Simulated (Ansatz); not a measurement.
# The perfect armchair graphene nanoribbon (N = 11, H edges), part 2 of 4

Aim: is the armchair graphene nanoribbon (N = 11, H edges) a metal or a semiconductor?

Ansatz 0.2.0; DFT PBE, plane waves, PAW; relaxation of a wire's period (the session's first sound run).

So far. Step 2 (Relaxation of atoms and period): The cell's length comes to 4.289 Å with spin left out.

### 3. The wire at its relaxed period

This step: DFT PBE, plane waves, PAW; bands of a perfect wire (Ansatz 0.2.0).

At the relaxed period the bands are computed along the axis; those that cross an energy going forward count the channels that a perfect wire would open there.

Input file input.yaml:

```yaml
crystal:
  lattice:
    - [21.151, 0.0, 0.0]
    - [0.0, 7.0, 0.0]
    - [0.0, 0.0, 4.2892680954]
  atoms:
    - { symbol: C, position: [0.209833231, 0.5, 0.007003949] }
    - { symbol: C, position: [0.325011222, 0.5, 0.999861871] }
    - { symbol: C, position: [0.441731414, 0.5, 9.9137e-05] }
    - { symbol: C, position: [0.558268586, 0.5, 9.9137e-05] }
    - { symbol: C, position: [0.674988778, 0.5, 0.999861871] }
    - { symbol: C, position: [0.790166769, 0.5, 0.007003949] }
    - { symbol: C, position: [0.209833231, 0.5, 0.326329384] }
    - { symbol: C, position: [0.325011222, 0.5, 0.333471463] }
    - { symbol: C, position: [0.441731414, 0.5, 0.333234196] }
    - { symbol: C, position: [0.558268586, 0.5, 0.333234196] }
    - { symbol: C, position: [0.674988778, 0.5, 0.333471463] }
    - { symbol: C, position: [0.790166769, 0.5, 0.326329384] }
    - { symbol: H, position: [0.164554512, 0.5, 0.44640509] }
    - { symbol: H, position: [0.835445488, 0.5, 0.44640509] }
    - { symbol: C, position: [0.266814503, 0.5, 0.499119927] }
    - { symbol: C, position: [0.383504433, 0.5, 0.500675599] }
    - { symbol: C, position: [0.5, 0.5, 0.50004555] }
    - { symbol: C, position: [0.616495567, 0.5, 0.500675599] }
    - { symbol: C, position: [0.733185497, 0.5, 0.499119927] }
    - { symbol: C, position: [0.266814503, 0.5, 0.834213406] }
    - { symbol: C, position: [0.383504433, 0.5, 0.832657734] }
    - { symbol: C, position: [0.5, 0.5, 0.833287783] }
    - { symbol: C, position: [0.616495567, 0.5, 0.832657734] }
    - { symbol: C, position: [0.733185497, 0.5, 0.834213406] }
    - { symbol: H, position: [0.164554512, 0.5, 0.886928244] }
    - { symbol: H, position: [0.835445488, 0.5, 0.886928244] }
kpoints:
  mp_grid: { grid: [1, 1, 19] }
  band_path: { path: ["Γ", Z], npoints: 50 }
scf:
  occupations: { method: fermi_dirac, width: 0.05 }
hamiltonian:
  xc: pbe
output:
  dos: { e_range: [-5, 4] }
  write_potential: true
  write_density: true
  volumetric_format: npy
  elf: true
```

Launch:

```bash
> ansatz run input.yaml --threads 8 --pin off --max-ram 16384MiB --backend cpu --events-out ev --progress --plain --runs-dir out
```

Numbers of over 12 decimals in the logs are rounded to 6 here.

What it wrote:

```text
[...]
Crystal: 26 atoms, lattice volume = 635.056 Å³
Basis set: ecut = 420 eV, 12419 PW (Γ)
Bands: 72, of which v1, the nominal top of the filled ones, is band 46 counted from 1 (45 counted from 0)
Symmetry: 8 space group operations
[...]
k-points: 10 of 19
[...]
SCF iter   1: F=—  HF=-5583.938077 eV  |F-HF|=—  |Δ(HF+E_count)|=         —  Δρ=2.59e-3  dr2=1.39e-1  ethr=1.77e-3  ⟨swp⟩=10.4  Hψ=4441  notcnv=0  defer=124
[...]
SCF iter   8: F=-5583.907080 eV  HF=-5583.907080 eV  |F-HF|=3.03e-8  |Δ(HF+E_count)|=   9.21e-7  Δρ=2.82e-6  dr2=3.07e-8  ethr=1.09e-10  ⟨swp⟩=24.8  Hψ=5070  notcnv=0
SCF 1 converged in 8 iterations: F = -5583.907080 eV  dr2 = 3.07e-8
[...]
NSCF: frozen V_eff on 51 k-points
WARN: The output density's exchange-correlation potential varies sharply where the density is thin. Do not read a vacuum level from v_tot or v_xc, or from such a field of the output density. On a cell that repeats whose density bears no net charge and no dipole along the vacuum's axis use v_es (v_loc + v_h of the components); under efield.dipole_correction with no amplitude use v_es + v_field, which holds any externa [...]
SCF converged after 8 iterations
Free energy (F): -5583.907080 eV
[...]
Internal energy: -5583.902786 eV  (E = F + TS)
E sigma→0 (E₀):  -5583.904933 eV
Entropy (-TS):   -0.004294 eV (-0.165 meV/atom)
Fermi energy:    -0.454713 eV
[...]
--- Band table (eV; the first three rows and the last of 10) ---
  k-point 0: bands = [... 42 lower, -2.1799, -1.8449, -1.4296, -0.5457, -0.3637, 0.4492, 0.9692, 0.9862, ... 22 higher]
  k-point 1: bands = [... 42 lower, -2.2949, -1.8645, -1.5762, -0.8839, -0.0329, 0.6024, 0.9692, 1.1181, ... 22 higher]
  k-point 2: bands = [... 42 lower, -2.5924, -1.9572, -1.8879, -1.3023, 0.3648, 0.9641, 0.9768, 1.4668, ... 22 higher]
  k-point 9: bands = [... 42 lower, -4.0206, -3.4524, -3.1595, -2.8573, 1.3419, 1.7807, 2.0809, 3.0149, ... 22 higher]
```

Run time: 19 s. Hardware: 8 threads of Arm Neoverse V2, shared host; peak memory 2.7 GiB.

Numbers from this step:

```
band gap : 0.1819 eV
```

Electronic bands along the path, in eV, zero at the Fermi level:

```
  point  band 43  band 44  band 45  band 46  band 47  band 48  band 49  band 50
      Γ    -1.73    -1.39    -0.97    -0.09     0.09     0.90     1.42     1.44
halfway    -2.69    -2.61    -1.99    -1.81     1.54     1.87     2.35     2.75
      Z    -3.66    -2.94    -2.76    -2.40     1.79     2.31     2.46     3.60
```

Valence density in the ca plane at fractional y = 0.500, with atoms of C and H within 0.2 Å of it. It is the smooth field of the valence electrons, not physical close to the nuclei.

Values in e/Å³, 24 rows by 14 columns, each cell a mean:
```
0.0 0.0 0.0 0.0 0.0 0.0 0.0 0.0 0.0 0.0 0.0 0.0 0.0 0.0
0.0 0.0 0.0 0.0 0.0 0.0 0.0 0.0 0.0 0.0 0.0 0.0 0.0 0.0
0.0 0.0 0.0 0.0 0.0 0.0 0.0 0.0 0.0 0.0 0.0 0.0 0.0 0.0
0.4 0.2 0.1 0.2 0.3 0.6 0.9 0.5 0.2 0.1 0.1 0.4 0.8 0.8
1.6 1.4 1.3 1.4 1.5 1.8 1.5 0.7 0.3 0.1 0.2 0.5 1.3 1.8
1.5 1.2 1.1 1.1 1.4 1.8 1.8 1.2 0.8 0.6 0.7 1.0 1.6 1.9
0.9 0.4 0.3 0.4 0.7 1.4 1.9 1.7 1.6 1.5 1.6 1.7 1.9 1.6
1.8 1.6 1.5 1.6 1.7 1.9 1.6 0.8 0.4 0.3 0.3 0.7 1.4 1.9
1.2 0.8 0.6 0.7 1.0 1.6 1.8 1.4 1.1 0.9 1.0 1.3 1.8 1.8
1.0 0.6 0.4 0.5 0.8 1.5 1.9 1.6 1.4 1.2 1.3 1.5 1.8 1.7
1.8 1.7 1.6 1.7 1.8 1.9 1.6 0.8 0.4 0.2 0.3 0.6 1.4 1.9
1.0 0.6 0.4 0.5 0.8 1.5 1.9 1.6 1.4 1.3 1.4 1.5 1.8 1.7
1.2 0.8 0.6 0.7 1.1 1.7 1.9 1.4 1.1 0.9 1.0 1.3 1.8 1.8
1.7 1.6 1.5 1.6 1.7 1.9 1.6 0.8 0.4 0.3 0.4 0.7 1.4 1.9
0.8 0.4 0.3 0.3 0.7 1.4 1.9 1.8 1.6 1.5 1.6 1.7 1.9 1.6
1.4 1.1 0.9 1.0 1.3 1.8 1.8 1.2 0.8 0.6 0.7 1.0 1.6 1.8
1.6 1.4 1.2 1.3 1.5 1.8 1.7 1.0 0.6 0.4 0.5 0.8 1.5 1.9
0.8 0.4 0.2 0.3 0.7 1.4 1.9 1.8 1.7 1.6 1.7 1.8 1.9 1.6
1.7 1.5 1.5 1.5 1.6 1.9 1.7 0.9 0.5 0.4 0.4 0.8 1.4 1.9
1.3 1.0 0.9 1.0 1.2 1.7 1.6 0.7 0.3 0.1 0.2 0.6 1.4 1.8
0.2 0.1 0.1 0.1 0.2 0.4 0.5 0.3 0.1 0.1 0.1 0.2 0.5 0.4
0.0 0.0 0.0 0.0 0.0 0.0 0.0 0.0 0.0 0.0 0.0 0.0 0.0 0.0
0.0 0.0 0.0 0.0 0.0 0.0 0.0 0.0 0.0 0.0 0.0 0.0 0.0 0.0
0.0 0.0 0.0 0.0 0.0 0.0 0.0 0.0 0.0 0.0 0.0 0.0 0.0 0.0
```
Columns run along c (4.3 Å), rows up along a (21.2 Å). Atoms in or near the plane, at fractional coordinates: C at (0.01, 0.21), C at (0.00, 0.33), C at (0.00, 0.44), C at (0.00, 0.56), C at (0.00, 0.67), C at (0.01, 0.79), C at (0.33, 0.21), C at (0.33, 0.33), C at (0.33, 0.44), C at (0.33, 0.56), C at (0.33, 0.67), C at (0.33, 0.79), H at (0.45, 0.16), H at (0.45, 0.84) and more.

Electrostatic potential energy in the ca plane at fractional y = 0.500, with atoms of C and H within 0.2 Å of it. With pseudopotentials it is smooth inside the atoms' cores, unlike the true potential.

Ten even steps from '_' (-67 eV) to '@' (3 eV), each cell a mean:
```
@@@@@@@@@@@@@@@@@@@@@@@@@@@@
@@@@@@@@@@@@@@@@@@@@@@@@@@@@
@@@@@@@@@@@@@@@@@@@@@@@@@@@@
@@@@@@@@@@##++##@@@@@@%%**##
::==##++::::++%%@@@@@@%%**--
==++##**======**##%%%%**++==
%%@@@@@@%%++::__--##==....==
__--##==....==%%@@@@@@%%**..
**##%%%%**++====**%%**======
##%%@@%%##++--::==##++::::++
__::**==____==%%@@@@@@%%++..
##%%@@%%##++--::==##++::::==
**##%%##**++====**%%##======
__--##==....==%%@@@@@@%%**::
%%@@@@@@%%**..__--**==....==
==**%%**======**##%%%%**++==
::==##++::::++##%%@@%%##++--
%%@@@@@@%%++..__::**==____==
..--##++::::++##%%@@%%%%**--
==**%%##++====##@@@@@@%%++==
@@@@@@@@@@%%##%%@@@@@@@@##%%
@@@@@@@@@@@@@@@@@@@@@@@@@@@@
@@@@@@@@@@@@@@@@@@@@@@@@@@@@
@@@@@@@@@@@@@@@@@@@@@@@@@@@@
```
Columns run along c (4.3 Å; values clipped at the 3rd and 97th percentile), rows up along a (21.2 Å). Atoms in or near the plane, at fractional coordinates: C at (0.01, 0.21), C at (0.00, 0.33), C at (0.00, 0.44), C at (0.00, 0.56), C at (0.00, 0.67), C at (0.01, 0.79), C at (0.33, 0.21), C at (0.33, 0.33), C at (0.33, 0.44), C at (0.33, 0.56), C at (0.33, 0.67), C at (0.33, 0.79), H at (0.45, 0.16), H at (0.45, 0.84) and more.

ELF in the ca plane at fractional y = 0.500, with atoms of C and H within 0.2 Å of it. It is the smooth field of the valence electrons, not physical close to the nuclei.

Ten even steps from '0' (0.00 × 1e-1) to '9' (9.94 × 1e-1), each cell a mean:
```
00000000000000
00000000000000
20001564100366
83027999604999
45764687402687
55654786444577
52125753587346
35873465212575
64445775555568
63235764576457
25873465211465
63235764576457
64445775555578
35873475212575
52125753587346
55555686444577
45764576323576
52114652587346
35763576323576
65556898503898
72016999503899
10000342000144
00000000000000
00000000000000
```
Columns run along c (4.3 Å), rows up along a (21.2 Å). Atoms in or near the plane, at fractional coordinates: C at (0.01, 0.21), C at (0.00, 0.33), C at (0.00, 0.44), C at (0.00, 0.56), C at (0.00, 0.67), C at (0.01, 0.79), C at (0.33, 0.21), C at (0.33, 0.33), C at (0.33, 0.44), C at (0.33, 0.56), C at (0.33, 0.67), C at (0.33, 0.79), H at (0.45, 0.16), H at (0.45, 0.84) and more.

The gap is 0.182 eV, with spin left out.

### 4. Levels at the same atoms, k-mesh 1×1×14

This step: DFT LDA, plane waves, PAW; bands of a perfect wire at the PBE geometry (Ansatz 0.2.0).

The atoms stay at the PBE geometry and the functional changes. At fixed atoms LDA and the gradient-corrected functionals usually give like bands; this run checks that. Against the first PBE run of this kind, the mesh along the wire has 14 points against 19.

input.yaml: that of step 3 with these lines changed.

```diff
@@ -33,3 +33,3 @@
 kpoints:
-  mp_grid: { grid: [1, 1, 19] }
+  mp_grid: { grid: [1, 1, 14] }
   band_path: { path: ["Γ", Z], npoints: 50 }
@@ -38,8 +38,2 @@
 hamiltonian:
-  xc: pbe
-output:
-  dos: { e_range: [-5, 4] }
-  write_potential: true
-  write_density: true
-  volumetric_format: npy
-  elf: true
+  xc: lda
```

What it wrote:

```text
[...]
Crystal: 26 atoms, lattice volume = 635.056 Å³
Basis set: ecut = 420 eV, 12419 PW (Γ)
Bands: 72, of which v1, the nominal top of the filled ones, is band 46 counted from 1 (45 counted from 0)
Symmetry: 8 space group operations
[...]
k-points: 8 of 14
[...]
SCF iter   1: F=—  HF=-5406.557126 eV  |F-HF|=—  |Δ(HF+E_count)|=         —  Δρ=4.58e-3  dr2=1.85e-1  ethr=1.77e-3  ⟨swp⟩=10.4  Hψ=3557  notcnv=0  defer=98
[...]
SCF iter   8: F=-5406.521681 eV  HF=-5406.521681 eV  |F-HF|=3.55e-8  |Δ(HF+E_count)|=   1.02e-6  Δρ=1.86e-6  dr2=1.25e-8  ethr=1.09e-10  ⟨swp⟩=25.8  Hψ=3951  notcnv=0
SCF 1 converged in 8 iterations: F = -5406.521681 eV  dr2 = 1.25e-8
[...]
SCF converged after 8 iterations
Free energy (F): -5406.521681 eV
[...]
Internal energy: -5406.515942 eV  (E = F + TS)
E sigma→0 (E₀):  -5406.518812 eV
Entropy (-TS):   -0.005739 eV (-0.221 meV/atom)
Fermi energy:    -0.712271 eV
[...]
--- Band table (eV; the first three rows and the last of 8) ---
  k-point 0: bands = [... 42 lower, -2.4306, -2.1030, -1.6821, -0.8038, -0.6207, 0.1822, 0.7026, 0.7061, ... 22 higher]
  k-point 1: bands = [... 42 lower, -2.6379, -2.1389, -1.9380, -1.2881, -0.1515, 0.4504, 0.7037, 0.9407, ... 22 higher]
  k-point 2: bands = [... 42 lower, -3.1262, -2.4930, -2.2296, -1.8588, 0.3792, 0.7090, 1.0236, 1.5227, ... 22 higher]
  k-point 7: bands = [... 42 lower, -4.3750, -3.6543, -3.4705, -3.1042, 1.0266, 1.5524, 1.6992, 2.8559, ... 22 higher]
```

Elapsed: 17 s, on 8 threads; peak memory 2.5 GiB.

Numbers from this step:

- energy at zero smearing: -5406.5188 eV
- band gap: 0.1831 eV

The electronic bands at the labelled points (eV, zero at the Fermi level):

| point | band 43 | band 44 | band 45 | band 46 | band 47 | band 48 | band 49 | band 50 |
| --- | --- | --- | --- | --- | --- | --- | --- | --- |
| Γ | -1.72 | -1.39 | -0.97 | -0.09 | 0.09 | 0.89 | 1.41 | 1.42 |
| halfway | -2.70 | -2.61 | -1.99 | -1.80 | 1.51 | 1.86 | 2.32 | 2.73 |
| Z | -3.66 | -2.94 | -2.76 | -2.39 | 1.74 | 2.26 | 2.41 | 3.57 |

The gap is 0.183 eV, against 0.182 eV under PBE at the relaxed period.

### 5. Levels at the same atoms, k-mesh 1×1×14 (run 2)

This step: DFT PBEsol, plane waves, PAW; bands of a perfect wire at the PBE geometry (Ansatz 0.2.0).

The atoms stay at the PBE geometry and the functional changes. At fixed atoms LDA and the gradient-corrected functionals usually give like bands; this run checks that. Against the first PBE run of this kind, the mesh along the wire has 14 points against 19.

input.yaml: that of step 4 with these lines changed.

```diff
@@ -38,2 +38,2 @@
 hamiltonian:
-  xc: lda
+  xc: pbesol
```

What it wrote:

```text
[...]
Crystal: 26 atoms, lattice volume = 635.056 Å³
Basis set: ecut = 420 eV, 12419 PW (Γ)
Bands: 72, of which v1, the nominal top of the filled ones, is band 46 counted from 1 (45 counted from 0)
Symmetry: 8 space group operations
[...]
k-points: 8 of 14
[...]
--- Band table (eV; the first three rows and the last of 8) ---
  k-point 0: bands = [... 42 lower, -2.2339, -1.9009, -1.4827, -0.5982, -0.4163, 0.3936, 0.9178, 0.9214, ... 22 higher]
  k-point 1: bands = [... 42 lower, -2.4408, -1.9376, -1.7385, -1.0858, 0.0571, 0.6625, 0.9168, 1.1598, ... 22 higher]
  k-point 2: bands = [... 42 lower, -2.9287, -2.2943, -2.0296, -1.6588, 0.5922, 0.9258, 1.2384, 1.7432, ... 22 higher]
  k-point 7: bands = [... 42 lower, -4.1780, -3.4590, -3.2738, -2.9092, 1.2603, 1.7804, 1.9395, 3.0877, ... 22 higher]
[key lines of the parts left out:]
SCF converged after 8 iterations
Free energy (F): -5489.125524 eV
Fermi energy:    -0.507287 eV
```

Elapsed: 14 s, on 8 threads; peak memory 2.6 GiB; 1.8 min of CPU time.

The gap is 0.182 eV, against 0.182 eV under PBE at the relaxed period.

### 6. Levels at the same atoms, cutoff 500 eV, k-mesh 1×1×14

This step: DFT r2SCAN, plane waves, PAW; bands of a perfect wire at the PBE geometry (Ansatz 0.2.0).

The atoms stay at the PBE geometry and the functional changes. r2SCAN also reads the kinetic-energy density; it often gives larger moments and wider gaps than PBE, at a higher cost. Against the first PBE run of this kind, the cutoff is 500 eV against 420 and the mesh along the wire has 14 points against 19.

input.yaml: that of step 5 with these lines changed.

```diff
@@ -38,2 +38,2 @@
 hamiltonian:
-  xc: pbesol
+  xc: r2scan
```

What it wrote:

```text
[...]
Crystal: 26 atoms, lattice volume = 635.056 Å³
Basis set: ecut = 500 eV, 16083 PW (Γ), exchange–correlation on 640×216×128 points (64 copies of the dense FFT grid, shifted against one another)
Bands: 72, of which v1, the nominal top of the filled ones, is band 46 counted from 1 (45 counted from 0)
Symmetry: 8 space group operations
[...]
k-points: 8 of 14
[...]
--- Band table (eV; the first three rows and the last of 8) ---
  k-point 0: bands = [... 42 lower, -2.3115, -1.9540, -1.5133, -0.5685, -0.3767, 0.4958, 1.0465, 1.0702, ... 22 higher]
  k-point 1: bands = [... 42 lower, -2.5279, -1.9942, -1.7821, -1.0890, 0.1308, 0.7808, 1.0482, 1.3218, ... 22 higher]
  k-point 2: bands = [... 42 lower, -3.0397, -2.3689, -2.0940, -1.6977, 0.7048, 1.0648, 1.3937, 1.9396, ... 22 higher]
  k-point 7: bands = [... 42 lower, -4.3557, -3.6120, -3.4082, -3.0334, 1.4480, 1.9943, 2.1656, 3.3813, ... 22 higher]
[key lines of the parts left out:]
SCF converged after 8 iterations
Free energy (F): -5599.651155 eV
Fermi energy:    -0.472630 eV
```

It took 23 s on 8 threads; peak memory 4 GiB; 2.9 min of CPU time.

Electronic bands along the path, in eV, zero at the Fermi level:

```csv
point,band 43,band 44,band 45,band 46,band 47,band 48,band 49,band 50
Γ,-1.84,-1.48,-1.04,-0.10,0.10,0.97,1.52,1.54
halfway,-2.86,-2.78,-2.12,-1.93,1.65,2.01,2.52,2.94
Z,-3.88,-3.14,-2.94,-2.56,1.92,2.47,2.64,3.85
```

The gap is 0.192 eV, against 0.182 eV under PBE at the relaxed period.

### 7. Comparing the runs

Times are for 8 threads of Arm Neoverse V2, shared host. The series side by side:

```
no.   level  band gap (eV)  time  memory (GiB)
  1     LDA         0.1831  17 s           2.5
  2  PBEsol         0.1819  14 s           2.6
  3  r2SCAN         0.1918  23 s           4.0
```

(Part 2 of 4 ends here.)

[Logs are printed without paths, hosts, clocks, repeated set-up lines and the standing remarks that a program may print on its own settings, such as how far it seeks lower states.]

[Hosts, paths, dates, database ids (printed as entryN), source tags and the programs' standing remarks are cut or masked in the printed files.]
